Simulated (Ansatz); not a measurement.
# Phosphorus, diamond under PBE: from relaxation to bulk modulus

Aim: take phosphorus in the diamond structure, relax it, solve it on a dense k-mesh, switch on spin-orbit coupling, then scale the cell to 7 volumes from 88 to 112 % of the relaxed one and try a fit of the equation of state. The k-meshes are 10×10×10 for the relaxation; 16×16×16 for the dense run; 10×10×10 for spin-orbit coupling; 11×11×11 for the volumes.

Computed with Ansatz 0.2.0 (DFT PBE, plane waves (420 eV) with PAW, scalar-relativistic, unless a step says otherwise).

### 1 The system as given

It takes space group Fd-3m (No. 227, cubic). The conventional cell has a = 5.478 Å, b = 5.478 Å, c = 5.478 Å, α = 90.00°, β = 90.00°, γ = 90.00°. P (site symmetry -43m) has 4 P at 2.37 Å as nearest neighbours.

Structure file:

```xyz
2
Lattice="0.0000 2.7391 2.7391 2.7391 0.0000 2.7391 2.7391 2.7391 0.0000" Properties=species:S:1:pos:R:3 pbc="T T T"
P     0.6848    0.6848    0.6848
P     4.7934    4.7934    4.7934
```

### 2 Geometry optimisation

The input, input.yaml:

```yaml
crystal:
  lattice:
    - [0.0, 2.7391031705, 2.7391031705]
    - [2.7391031705, 0.0, 2.7391031705]
    - [2.7391031705, 2.7391031705, 0.0]
  atoms:
    - { symbol: P, position: [0.125, 0.125, 0.125] }
    - { symbol: P, position: [0.875, 0.875, 0.875] }
hamiltonian:
  xc: pbe
  pseudopotentials:
    kind: paw
    azcp:
      P: "pseudopotentials/P.paw.azcp"
basis:
  ecutwfc: 420
  fft_grid_basis: typed
kpoints:
  mp_grid: { grid: [10, 10, 10], shift: [0, 0, 0] }
magnetization:
  spin_polarized: false
scf:
  occupations: { method: fermi_dirac, width: 0.1 }
relax:
  max_steps: 60
  f_tol: 0.01
  cell: {}
```

Command:

```
$ ansatz run input.yaml --threads 1 --pin off --max-ram 3584MiB --backend cpu --events-out ev --progress --plain --runs-dir out
```

After this run come: Dense single point; A two-component run at the same geometry; The cell scaled to 88 % of its volume; The cell scaled to 92 % of its volume; The cell scaled to 96 % of its volume; The cell scaled to 100 % of its volume; The cell scaled to 104 % of its volume; The cell scaled to 108 % of its volume; The cell scaled to 112 % of its volume.

**Question.** What will these runs give? Wanted: space group; conventional cell; volume; shortest distance; gap on the mesh; relative to black phosphorus; highest ELF outside the cores; V₀, B₀, B₀′.

**Answer**, as computed:

```
                      quantity                               value
space group (spins left aside)                     Fd-3m (No. 227)
             conventional cell                         a = 5.478 Å
                        volume                      20.551 Å³/atom
             shortest distance                             2.372 Å
               gap on the mesh        none (levels filled in part)
  relative to black phosphorus                       +544 meV/atom
 highest ELF outside the cores  0.86, 0.85 Å from the nearest atom
                   V₀, B₀, B₀′         20.559 Å³/atom, 44 GPa, 3.5
```

What this shows: The relaxation shrank the cell by 0.0 % in volume. It lies 544 meV/atom above the element's reference form at the same level (black phosphorus, from a run of its own), so it is far from stable. No gap shows: it is a metal or semimetal at this level. The total energy of the spin-orbit run (on a coarser mesh) lies -5 meV/atom from the scalar one; mesh and treatment of the core enter this figure, so it is no spin-orbit energy. The fitted modulus is 44 GPa. Relaxation kept the symmetry; phonons were not checked.
